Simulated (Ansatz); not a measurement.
Crystal: RbCl.

```
Rb Cl
1.0
     0.00000    3.27400    3.27400
     3.27400    0.00000    3.27400
     3.27400    3.27400    0.00000
Rb Cl
1 1
Direct
  0.00000 0.00000 0.00000
  0.50000 0.50000 0.50000
```

Program: Ansatz 0.2.0. Alike in all runs: cell as given.

Order these runs on this cell by their band gap on the k mesh, lowest first.
A. level PBEsol; potentials or basis PseudoDojo standard (PBEsol files); spin SOC, no magnetisation; k mesh 7 × 7 × 7; cutoff (eV) 789; smearing fixed; broadening 0.2 eV
B. level r2SCAN-EpsX; potentials or basis Ansatz PAW; spin collinear, program default start; k mesh 4 × 4 × 4; cutoff (eV) 500; smearing cold 0.01 eV; other keys basis.ecutrho_ratio = 8; scf.mixing.preconditioner = none
C. level LDA; potentials or basis JTH PAW LDA; spin off; k mesh 7 × 7 × 7; cutoff (eV) 930; smearing gaussian 0.05 eV; points for each segment of the path 14

C (4.58 eV), A (4.84 eV), B (8.72 eV).

Caveats: odd divisions of the mesh miss points on the zone boundary, where band edges often lie, so the gap on the mesh can be too wide (some runs).

A k mesh can miss the band edges, odd and even meshes differently.
